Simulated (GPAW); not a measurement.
The system is TiB2.

```xyz
3
Lattice="3.0292 0.0000 0.0000 -1.5146 2.6234 0.0000 0.0000 0.0000 3.2284" Properties=species:S:1:pos:R:3 pbc="T T T"
Ti    0.0000    0.0000    0.0000
B     1.5146    0.8745    1.6142
B     0.0000    1.7489    1.6142
```

* Program: GPAW 26.7.0
* Task: relaxation of cell and atoms
* Functional: PBEsol
* Dispersion: D3(BJ)
* Potentials or basis: PAW data sets generated in the run's folder for this functional
* Cutoff: 800 eV
* Basis: pw
* k mesh: 7 × 7 × 6
* Occupations: fermi-dirac, width 0.05 eV
* Spin: no spin polarisation

At the start: pressure -11.7 GPa; volume 8.55 Å³/atom.

Q: How do energy, volume and symmetry change on relaxing?

A: Over 7 steps the energy falls by 14.5 meV/atom and the volume is 8.16 Å³/atom (-4.6 %); space group P6/mmm (No. 191, to 0.05 Å).

The path:
| step | energy change (eV) | largest force (eV/Å) | pressure (GPa) | volume (Å³) |
| --- | --- | --- | --- | --- |
| 1 | 0.0000 | 0.0000 | -11.66 | 25.66 |
| 2 | -0.0146 | 0.0000 | -9.55 | 25.43 |
| 3 | -0.0416 | 0.0000 | 0.73 | 24.44 |
| 4 | -0.0421 | 0.0000 | 0.26 | 24.48 |
| 5 | -0.0433 | 0.0000 | -0.49 | 24.53 |
| 6 | -0.0436 | 0.0000 | -0.37 | 24.51 |
| 7 | -0.0435 | 0.0000 | -0.08 | 24.48 |

Final structure:
```cif
data_structure
_symmetry_space_group_name_H-M 'P 1'
_symmetry_Int_Tables_number 1
_cell_length_a 2.9964
_cell_length_b 2.9964
_cell_length_c 3.1491
_cell_angle_alpha 90.000
_cell_angle_beta 90.000
_cell_angle_gamma 120.000
_cell_volume 24.48
loop_
_atom_site_label
_atom_site_type_symbol
_atom_site_fract_x
_atom_site_fract_y
_atom_site_fract_z
_atom_site_occupancy
Ti1 Ti 0.00000 0.00000 0.00000 1
B1 B 0.66667 0.33333 0.50000 1
B2 B 0.33333 0.66667 0.50000 1
```

Caveat: later steps reuse the first step's grids; pairwise dispersion overbinds metals, which lowers pressure and volume.
